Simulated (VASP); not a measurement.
# SiC (Moissanite 6H) (P6_3mc) in VASP: settings compared, part 3 of 3

VASP 6.6.1. The steps go on from the part before.

**6. Relaxation of cell and atoms, PBE**

This run uses another cell than the first one, of 10.46 Å³/atom, 1.030 times its volume.

The input, INCAR:

```
SYSTEM = SiC
  ALGO = Normal
  EDIFF = 1E-7
  EDIFFG = -0.005
  ENCUT = 300
  GGA = PE
  IBRION = 2
  ISIF = 3
  ISMEAR = 0
  KPAR = 4
  LASPH = .True.
  LCHARG = .False.
  LREAL = .False.
  LWAVE = .False.
  NELM = 80
  NSW = 90
  PREC = Accurate
  SIGMA = 0.03
```

The input, KPOINTS:

```
k-points
0
Gamma
  6 6 1
  0 0 0
```

The input, POSCAR:

```
SiC                                     
1.0
    3.0914673111      0.0000000000     -0.0000000000
   -1.5457336555      2.6772892263      0.0000000000
    0.0000000000     -0.0000000000     15.1624867463
  Si              C             
     6     6
Direct
     0.0000000000000000    1.0000000000000000    0.1250687119835951
     1.0000000000000000    0.0000000000000000    0.6250687119835950
     0.3333333332999970    0.6666666667000030    0.2918156192324262
     0.6666666667000030    0.3333333332999970    0.7918156192324262
     0.3333333332999970    0.6666666667000030    0.9583091886499371
     0.6666666667000030    0.3333333332999970    0.4583091886499370
     1.0000000000000000    1.0000000000000000    0.9996698944398751
     0.0000000000000000    0.0000000000000000    0.4996698944398751
     0.3333333332999970    0.6666666667000030    0.1668280887883232
     0.6666666667000030    0.3333333332999970    0.6668280887883232
     0.3333333332999970    0.6666666667000030    0.8333084969058434
     0.6666666667000030    0.3333333332999970    0.3333084969058435
```

Potentials or basis: VASP PAW PBE potentials, release 64 (Si, C_s).

Command:

```sh
$ cat potpaw_PBE.64/Si/POTCAR potpaw_PBE.64/C_s/POTCAR > POTCAR
$ mpirun -np 4 vasp_std > vasp.out
```

OUTCAR:

```text
SYSTEM = SiC
   EDIFF = 1E-7
   EDIFFG = -0.005
   ENCUT = 300
   GGA = PE
   IBRION = 2
   ISIF = 3
   ISMEAR = 0
   LASPH = .True.
   LREAL = .False.
   NELM = 80
   NSW = 90
   PREC = Accurate

 ion  position               nearest neighbor table
   1  0.000  0.000  0.125-   9 1.89   9 1.89   9 1.89   7 1.90   3 3.09   3 3.09   3 3.09   5 3.09
                             5 3.09   5 3.09
   2  0.000  0.000  0.625-  10 1.89  10 1.89  10 1.89   8 1.90   4 3.09   4 3.09   4 3.09   6 3.09
                             6 3.09   6 3.09
   3  0.333  0.667  0.292-  12 1.89  12 1.89  12 1.89   9 1.90   6 3.09   6 3.09   6 3.09   1 3.09
                             1 3.09   1 3.09
   4  0.667  0.333  0.792-  11 1.89  11 1.89  11 1.89  10 1.90   5 3.09   5 3.09   5 3.09   2 3.09
                             2 3.09   2 3.09
   5  0.333  0.667  0.958-   7 1.89   7 1.89   7 1.89  11 1.90   4 3.09   4 3.09   4 3.09   1 3.09
                             1 3.09   1 3.09
   6  0.667  0.333  0.458-   8 1.89   8 1.89   8 1.89  12 1.90   3 3.09   3 3.09   3 3.09   2 3.09
                             2 3.09   2 3.09
   7  0.000  0.000  1.000-   5 1.89   5 1.89   5 1.89   1 1.90
   8  0.000  0.000  0.500-   6 1.89   6 1.89   6 1.89   2 1.90
[... 499 lines left out ...]

  FORCE on cell =-STRESS in cart. coord.  units (eV):
  Direction    XX          YY          ZZ          XY          YZ          ZX
  --------------------------------------------------------------------------------------
  -------------------------------------------------------------------------------------
  Total        0.0005684      0.0005684     -0.0517940      0.0000000      0.0000000      0.0000000
  in kB        0.0072556      0.0072556     -0.6611239      0.0000000      0.0000000      0.0000000
  external PRESSURE =      -0.2155375 kB  Pullay stress =       0.0000000 kB

 VOLUME and BASIS-vectors are now :
 -----------------------------------------------------------------------------
  energy-cutoff  :      300.00
  volume of cell :      125.52
      direct lattice vectors                 reciprocal lattice vectors
     3.091443116 -0.000000000  0.000000000     0.323473524  0.186757526  0.000000000
    -1.545721558  2.677268273  0.000000000     0.000000000  0.373515053  0.000000000
     0.000000000 -0.000000000 15.165410246    -0.000000000 -0.000000000  0.065939528

 POSITION                                       TOTAL-FORCE (eV/Angst)
 -----------------------------------------------------------------------------------
      1.54572      2.67727      1.89679        -0.000000     -0.000000     -0.003240
      3.09144     -0.00000      9.47950         0.000000      0.000000     -0.003240
     -0.00000      1.78485      4.42575         0.000000     -0.000000     -0.004724
      1.54572      0.89242     12.00846        -0.000000      0.000000     -0.004724
     -0.00000      1.78485     14.53313         0.000000     -0.000000     -0.002471
      1.54572      0.89242      6.95043        -0.000000      0.000000     -0.002471
      3.09144     -0.00000     15.16023         0.000000     -0.000000      0.002168
      1.54572      2.67727      7.57752        -0.000000     -0.000000      0.002168
     -0.00000      1.78485      2.52996        -0.000000     -0.000000      0.004480
      1.54572      0.89242     10.11267        -0.000000      0.000000      0.004480
     -0.00000      1.78485     12.63740        -0.000000      0.000000      0.003787
      1.54572      0.89242      5.05469         0.000000     -0.000000      0.003787
 -----------------------------------------------------------------------------------
    total drift:                               -0.000000     -0.000000      0.000805

  FREE ENERGIE OF THE ION-ELECTRON SYSTEM (eV)
  ---------------------------------------------------
  free  energy   TOTEN  =       -90.2604441826 eV

  energy  without entropy=      -90.2604441826  energy(sigma->0) =      -90.26044418

 reached required accuracy - stopping structural energy minimisation
```

OSZICAR:

```text
N       E                     dE             d eps       ncg     rms          rms(c)
DAV:   1     0.128803767315E+03    0.12880E+03   -0.15259E+04   434   0.910E+02
DAV:   2    -0.918460437779E+02   -0.22065E+03   -0.20915E+03   623   0.320E+02
DAV:   3    -0.100969478093E+03   -0.91234E+01   -0.90342E+01   532   0.560E+01
[... 14 lines left out ...]
DAV:   1    -0.902604494495E+02   -0.42074E-05   -0.58347E-04   540   0.150E-01    0.206E-02
DAV:   2    -0.902604472296E+02    0.22198E-05   -0.35229E-05   548   0.345E-02    0.104E-02
DAV:   3    -0.902604448123E+02    0.24173E-05   -0.27326E-06   596   0.119E-02    0.461E-03
DAV:   4    -0.902604442306E+02    0.58170E-06   -0.14739E-06   564   0.641E-03    0.116E-03
DAV:   5    -0.902604441826E+02    0.47958E-07   -0.12243E-07   380   0.241E-03
   2 F= -.90260444E+02 E0= -.90260444E+02  d E =0.111971E-05
```

CONTCAR:

```text
SiC
   1.00000000000000
     3.0914431159533362   -0.0000000000000005    0.0000000000000000
    -1.5457215579266688    2.6772682726883432    0.0000000000000000
     0.0000000000000000   -0.0000000000000000   15.1654102461565135
  Si              C
     6     6
Direct
     1.0000000000000000    1.0000000000000000    0.1250734492689730
     1.0000000000000000    0.0000000000000000    0.6250734492689729
     0.3333333332999970    0.6666666667000030    0.2918320169856303
     0.6666666667000030    0.3333333332999970    0.7918320169856302
     0.3333333332999970    0.6666666667000030    0.9583079742685250
     0.6666666667000030    0.3333333332999970    0.4583079742685250
     1.0000000000000000    0.0000000000000000    0.9996580960316279
     1.0000000000000000    1.0000000000000000    0.4996580960316279
     0.3333333332999970    0.6666666667000030    0.1668245003831580
     0.6666666667000030    0.3333333332999970    0.6668245003831580
     0.3333333332999970    0.6666666667000030    0.8333039630620788
     0.6666666667000030    0.3333333332999970    0.3333039630620788

  0.00000000E+00  0.00000000E+00  0.00000000E+00
  0.00000000E+00  0.00000000E+00  0.00000000E+00
  0.00000000E+00  0.00000000E+00  0.00000000E+00
  0.00000000E+00  0.00000000E+00  0.00000000E+00
  0.00000000E+00  0.00000000E+00  0.00000000E+00
  0.00000000E+00  0.00000000E+00  0.00000000E+00
  0.00000000E+00  0.00000000E+00  0.00000000E+00
  0.00000000E+00  0.00000000E+00  0.00000000E+00
  0.00000000E+00  0.00000000E+00  0.00000000E+00
  0.00000000E+00  0.00000000E+00  0.00000000E+00
  0.00000000E+00  0.00000000E+00  0.00000000E+00
  0.00000000E+00  0.00000000E+00  0.00000000E+00
```

Wall time 18 s (4 MPI ranks of Intel Xeon Platinum 8259CL at 2.50GHz (Skylake/Cascade Lake), shared host); peak memory 0.16 GiB.

These settings aren't checked as converged: the numbers below hold their error.

What came out:

```yaml
Free_energy: -90.2604 eV
Relaxed_volume: 10.46 Å³/atom
Relaxed_cell: a = 3.091 Å, b = 3.091 Å, c = 15.165 Å, α = 90.00°, β = 90.00°, γ = 120.00°
Space_group_after_relaxing_to_0.05_Å: P6_3mc (No. 186)
Energy_gained_by_relaxing: 0.0 meV/atom
Ionic_steps: 2
Largest_force_after_relaxing: 0.005 eV/Å
Band_gap_on_the_k_mesh: 2.04 eV, indirect (least direct gap 3.13 eV)
```

Caveat: the cutoff is under 1.25 times the usual one of these potentials, so pressure, stress and relaxed cells hold a basis-set (Pulay) error; an odd mesh through Γ misses points on the zone boundary, where band edges often lie.
